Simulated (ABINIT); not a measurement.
## W: equation of state with PW91+D4

W:

```
W
1.0
    -1.58234    1.58234    1.58234
     1.58234   -1.58234    1.58234
     1.58234    1.58234   -1.58234
W
1
Direct
  0.00000 0.00000 0.00000
```

```yaml
Program: ABINIT 10.8.3 (patched build)
Task: equation of state
Functional: PW91
Dispersion: D4
Potentials_or_basis: JTH PAW PBE v2.0
Cutoff: 408 eV
k_mesh: 12 × 12 × 12
Occupations: fermi-dirac, width 0.05 eV
Spin: no spin polarisation
```

The equilibrium volume is 15.91 Å³/atom, the bulk modulus is 310 GPa and the pressure derivative of the bulk modulus is 3.6 (rough: it moves with the points fitted).

Energy against volume, from the lowest point:
```csv
volume (Å³/atom),energy (meV/atom)
14.897,68.95
15.214,31.49
15.531,9.35
15.848,0.00
16.165,3.95
16.482,19.36
16.798,44.40
```

It took 89 s on 1 thread of Arm Neoverse V1, with other jobs on the host, peak memory 0.11 GiB.

Caveat: the cutoff is too short for stress, so the log's stress isn't used; pressures at fixed basis lie under the slope of the energies; the log and the count of SCF iterations are those of the last ABINIT call alone; the PAW data sets were made with another functional, which shifts forces and pressure a little. Zero-point motion and thermal expansion aren't in these numbers.
